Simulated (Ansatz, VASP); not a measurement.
# Two plane-wave programs on PtSe2

The input INCAR:

```
SYSTEM = PtSe2
PREC = Accurate
ENCUT = 520
EDIFF = 1E-6
ISMEAR = 0
SIGMA = 0.15
LREAL = .False.
LASPH = .True.
NELM = 80
ALGO = Normal
ISIF = 2
LWAVE = .False.
LCHARG = .False.
GGA = PS
IVDW = 12
NBANDS = 18
```

Contents of KPOINTS:

```
Automatic mesh
0
Gamma
  12 12 8
  0 0 0
```

File POSCAR:

```
PtSe2
1.0
    3.7388646046      0.0000000000      0.0000000000
   -1.8694323023      3.2379517289      0.0000000000
    0.0000000000      0.0000000000      4.6296715343
Pt Se
1 2
Direct
    0.0000000000      0.0000000000      0.0000000000
    0.3333333333      0.6666666667      0.2721511594
    0.6666666667      0.3333333333      0.7278488406
```

Input for Ansatz:

```yaml
crystal:
  lattice:
    - [3.7388646046, 0.0, 0.0]
    - [-1.8694323023, 3.2379517289, 0.0]
    - [0.0, 0.0, 4.6296715343]
  atoms:
    - { symbol: Pt, position: [0.0, 0.0, 0.0] }
    - { symbol: Se, position: [0.3333333333, 0.6666666667, 0.2721511594] }
    - { symbol: Se, position: [0.6666666667, 0.3333333333, 0.7278488406] }
basis:
  ecutwfc: 420
kpoints:
  mp_grid: { grid: [12, 12, 8] }
hamiltonian:
  xc: pbesol
  pseudopotentials: { kind: paw, azcp: { folder: soft_1 } }
  dispersion: d3bj
scf:
  occupations: { method: gaussian, width: 0.15 }
output:
  forces: true
  stress: true
  eigenvalues: true
  write_density: true
  write_potential: true
  elf: true
  volumetric_format: npy
```

Alike in both runs: task single point; functional PBEsol; dispersion D3(BJ); k mesh 12 × 12 × 8; occupations gaussian, width 0.15 eV; no spin polarisation.

|  | VASP | Ansatz |
| --- | --- | --- |
| version | VASP 6.6.1 | Ansatz 0.2.0 |
| potentials or method | VASP PAW PBE potentials, release 64 (Pt, Se) | scalar-relativistic, plane waves, PAW |
| plane-wave cutoff (eV) | 520 | 420 |
| valence electrons in the cell | 22 | 50 |

```tsv
	VASP	Ansatz	Ansatz less VASP
gap on the k mesh at the Fermi level (eV)	none	none	-
pressure (GPa)	0.2	0.1	-0.13
rms of the force components (eV/Å)	0.006	0.002	-0.0040
```

Atom by atom the forces differ by 0.008 eV/Å (rms over components). A gap of «none» marks a metal or a gap that the smearing closes. The two sets of potentials don't hold the same shells in valence. Ansatz warned: «pseudo_functional_mismatch».

Caveats: the PAW data sets were made with another functional, which shifts forces and pressure a little (VASP); pairwise dispersion overbinds metals, which lowers pressure and volume. Spin-orbit coupling is left out, which matters for the levels of Pt.
